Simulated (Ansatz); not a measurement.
Input and command of a plane-wave DFT calculation in Ansatz:

```yaml
crystal:
  lattice:
    - [3.6678248677, 5.1759e-06, 0.0]
    - [-5.0188e-06, 3.6678248677, 0.0]
    - [0.0, 0.0, 30.6344298968]
  atoms:
    - { symbol: Sn, position: [0.9998505288, 0.9998505288, 0.4614165615] }
    - { symbol: O, position: [0.9998515282, 0.499851077, 0.5000006575] }
    - { symbol: O, position: [0.499851077, 0.9998515282, 0.5000006575] }
    - { symbol: Sn, position: [0.4998494254, 0.4998494254, 0.5385847816] }
  periodic: [true, true, false]
basis:
  ecutwfc: 420
kpoints:
  mp_grid: { grid: [6, 6, 1] }
  band_path:
    path:
      - [0, 0, 0]
      - [0.5, 0, 0]
      - [0.5, 0.5, 0]
      - [0, 0.5, 0]
      - [0, 0, 0]
      - [0.5, 0.5, 0]
    npoints: 8
hamiltonian:
  xc: pbe
  dispersion: d3bj
scf:
  occupations: { method: gaussian, width: 0.02 }
output:
  forces: true
  stress: true
  eigenvalues: true
  write_density: true
  write_potential: true
  elf: true
  volumetric_format: npy
relax:
  adjacent_minimum: "off"
  f_tol: 0.01
  max_steps: 40
```

```bash
ansatz run input.yaml --threads 2 --pin off --max-ram 5120MiB --backend cpu --events-out ev --progress --plain --runs-dir out
```

Processor: Intel(R) Xeon(R) 6975P-C (Granite Rapids), 2 threads, on a host shared with other jobs.

Question: How long does it run, and how much memory does it take?

Answer: About 13 s on 2 threads of Intel(R) Xeon(R) 6975P-C (Granite Rapids), with other jobs on the host, peak memory 0.64 GiB. It solves 24 bands at 10 k points (the mesh reduced by the symmetry that the task leaves, which can be less than the crystal's) with about 8047 plane waves, in 25 SCF iterations over 5 ionic steps.
